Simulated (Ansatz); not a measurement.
# Relaxation of Te2Mo

The calculation used DFT PBEsol, scalar-relativistic, plane waves, PAW in Ansatz 0.2.0. Run with 420 eV cutoff, 12×12×2 k-mesh, Gaussian smearing of 0.02 eV, no spin polarisation.

What was changed: strain along c alone, the other axes held, atoms relaxed: +2.0 %.

Command:

```bash
ansatz run input.yaml --threads 1 --pin off --max-ram 2560MiB --backend cpu --events-out ev --progress --plain --runs-dir out
```

Input:

```yaml
crystal:
  lattice:
    - [3.4941841252, 0.0, 0.0]
    - [-1.7470920626, 3.0260522179, 0.0]
    - [0.0, 0.0, 14.2857404167]
  atoms:
    - { symbol: Te, position: [0.3333333333, 0.6666666667, 0.621120477] }
    - { symbol: Te, position: [0.6666666667, 0.3333333333, 0.121120477] }
    - { symbol: Te, position: [0.6666666667, 0.3333333333, 0.378879523] }
    - { symbol: Te, position: [0.3333333333, 0.6666666667, 0.878879523] }
    - { symbol: Mo, position: [0.3333333333, 0.6666666667, 0.25] }
    - { symbol: Mo, position: [0.6666666667, 0.3333333333, 0.75] }
basis:
  ecutwfc: 420
kpoints:
  mp_grid: { grid: [12, 12, 2] }
hamiltonian:
  xc: pbesol
scf:
  occupations: { method: gaussian, width: 0.02 }
output:
  forces: true
  stress: true
  eigenvalues: true
relax:
  adjacent_minimum: "off"
  f_tol: 0.008
  max_steps: 40
```

F is the free energy.

At step 2 the energy rises: a step can overshoot before the optimiser corrects it.

Steps:

```csv
step,F − F(1) (eV),largest force component (eV/Å)
1,0.0000,0.454
2,0.2090,1.401
3,-0.0313,0.029
4,-0.0314,0.000
```

Relaxed structure:

```xyz
6
Lattice="3.4942 0.0000 0.0000 -1.7471 3.0261 0.0000 0.0000 0.0000 14.2857" Properties=species:S:1:pos:R:3 pbc="T T T"
Te    0.0000    2.0174    8.9072
Te    1.7471    1.0087    1.7643
Te    1.7471    1.0087    5.3785
Te    0.0000    2.0174   12.5214
Mo    0.0000    2.0174    3.5714
Mo    1.7471    1.0087   10.7143
```

The structure is hexagonal, space group P6_3/mmc (No. 194). The conventional cell has a = 3.494 Å, b = 3.494 Å, c = 14.286 Å, α = 90.00°, β = 90.00°, γ = 120.00°. Te (site symmetry 3m) has 3 Mo at 2.71 Å as nearest neighbours. Mo (site symmetry -6m2) is surrounded by 6 Te at 2.71 Å.

The run converged. Time: 45 s on 1 thread of Intel(R) Xeon(R) Platinum 8488C (Sapphire Rapids), on a shared host, peak memory 0.61 GiB.